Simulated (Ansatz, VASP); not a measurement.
One calculation of TePb, two programs

```xyz
2
Lattice="0.0000 3.2310 3.2310 3.2310 0.0000 3.2310 3.2310 3.2310 0.0000" Properties=species:S:1:pos:R:3 pbc="T T T"
Te    3.2310    3.2310    3.2310
Pb    0.0000    0.0000    0.0000
```

Alike in both runs: task single point; functional PBEsol; k mesh 10 × 10 × 10; occupations gaussian, width 0.05 eV; no spin polarisation.

|  | VASP | Ansatz |
| --- | --- | --- |
| version | VASP 6.6.1 | Ansatz 0.2.0 |
| potentials or method | VASP PAW PBE potentials, release 64 (Te, Pb_d) | scalar-relativistic, plane waves, PAW |
| plane-wave cutoff (eV) | 520 | 420 |
| valence electrons in the cell | 20 | 30 |

```csv
,VASP,Ansatz,Ansatz less VASP
gap on the k mesh at the Fermi level (eV),0.67,0.67,-0.004
least direct gap on the mesh (eV),0.67,0.67,-0.004
pressure (GPa),-0.4,-0.4,+0.03
```

The two sets of potentials don't hold the same shells in valence.

Caveats: the PAW data sets were made with another functional, which shifts forces and pressure a little (VASP); spin-orbit coupling is left out, which as a rule narrows the gap of such compounds by several tenths of an eV. A k mesh can miss the band edges.
